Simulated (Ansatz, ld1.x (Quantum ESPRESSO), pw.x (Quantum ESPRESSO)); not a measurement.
**Cr (Z = 24) (sc): variants of one TM potential in the solid**

| Quantity | Value |
| --- | --- |
| Element | Cr (Z = 24) |
| Generator | ld1.x (Quantum ESPRESSO) 7.5 |
| Type | norm-conserving Troullier–Martins (Kleinman–Bylander form) |
| Functional | PBE |
| Relativity | scalar-relativistic |
| Frozen core | [Ar] |
| Valence charge | 6 |
| Reference configuration | 3d5 4s1 4p0 |
| Partial waves | 4p (bound, empty): rc 3.10 bohr; 3d (bound): rc 2.20 bohr; 4f channel at -0.15 Ry: rc 3.20 bohr; 4s (bound): rc 2.10 bohr |
| Local potential | the s channel |
| Core correction | Bessel-smoothed model core, default radius (core density twice the valence density) |

Crystal test: sc Cr in pw.x 7.5, no spin, 14³ k-points, Fermi–Dirac smearing 0.01 Ry, cutoffs set for each file from its atomic test. The reference is all-electron LAPW (Ansatz 0.2.0) with the same functional, mesh and smearing; V0 and B0 come from Birch–Murnaghan fits to the pressures at five volumes. Errors are pseudo minus all-electron; Δ is the rms difference of the E(V) curves that follow from these fits, minima aligned, over ±6 % about the mean V0. Mesh and smearing are coarse, so the numbers serve the comparison and aren't converged zero-temperature values; the lattice is a test structure that the element need not adopt. Spin polarisation and strong correlation are left out, which matters for this element.

All-electron: a0 = 2.341 Å (V0 = 12.82 Å³/atom), B0 = 186.0 GPa.

Base: The largest radius (3.20 bohr) exceeds half the bond length (2.22 bohr), so the spheres overlap, which is one possible source of error among others. This is a poor potential for the solid.

1 further variants are left out: they gave no file fit for a test, a broken result, the same result as the base, or pressures whose basis-set error rivals the error shown.

| change | cutoffs (Ry) | pw.x | a0 (Å) | a0 error (%) | B0 error (%) | Δ (meV/atom) | mean pressure error (GPa) |
| --- | --- | --- | --- | --- | --- | --- | --- |
| base | 100/400 | converged | 2.362 | +0.93 | -4.7 | 14.2 | +5.10 |
| wave 4f channel at -0.15 Ry: rc 3.20 bohr becomes 4f channel at 1.18 Ry: rc 3.20 bohr | 100/400 | converged | 2.363 | +0.97 | -4.7 | 14.9 | +5.33 |
| wave 4s (bound): rc 2.10 bohr becomes 4s (bound): rc 2.24 bohr | 100/400 | converged | 2.364 | +1.00 | -4.9 | 15.4 | +5.51 |
| all radii but the core radius scaled by about 1.32 (s 2.76, p 4.08, d 2.90, f 4.22 bohr) | 60/240 | converged | 2.374 | +1.41 | -9.5 | 21.3 | +7.65 |

(1) Give the row for: wave 4p (bound): rc 3.10 bohr becomes 4p (bound): rc 3.86 bohr.

Results:

(1) pw.x: converged; mean pressure error (GPa): +6.79; a0 (Å): 2.369; a0 error (%): +1.21; B0 error (%): -4.5; Δ (meV/atom): 18.7.
